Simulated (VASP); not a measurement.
**Pt: equation of state with PBEsol**

Pt:

```
CELL_PARAMETERS angstrom
0.00000 1.95878 1.95878
1.95878 0.00000 1.95878
1.95878 1.95878 0.00000
ATOMIC_POSITIONS crystal
Pt 0.00000 0.00000 0.00000
```

- Program: VASP 6.6.1
- Task: equation of state
- Functional: PBEsol
- Potentials or basis: VASP PAW PBE potentials, release 64 (Pt)
- Cutoff: 520 eV
- k mesh: 10 × 10 × 10
- Occupations: fermi-dirac, width 0.05 eV
- Spin: no spin polarisation
- Ladder: gaps
- Further INCAR settings: ALGO = Fast; EDIFF = 1e-07

* Equilibrium volume: 15.03 Å³/atom
* Bulk modulus: 289 GPa
* Pressure derivative of the bulk modulus: 5.4 (rough: it moves with the points fitted)

Energy against volume, from the lowest point:
```
volume (Å³/atom)  energy (meV/atom)
          14.430              23.88
          14.730               5.79
          15.031               0.00
          15.332               5.13
          15.632              19.77
```

All runs of the series together: 46 s on 1 thread of AMD EPYC 7R13 Processor (Zen 3), with other jobs on the host.

Caveat: the PAW data sets were made with another functional, which shifts forces and pressure a little. Spin-orbit coupling is left out, which matters for the levels of Pt.
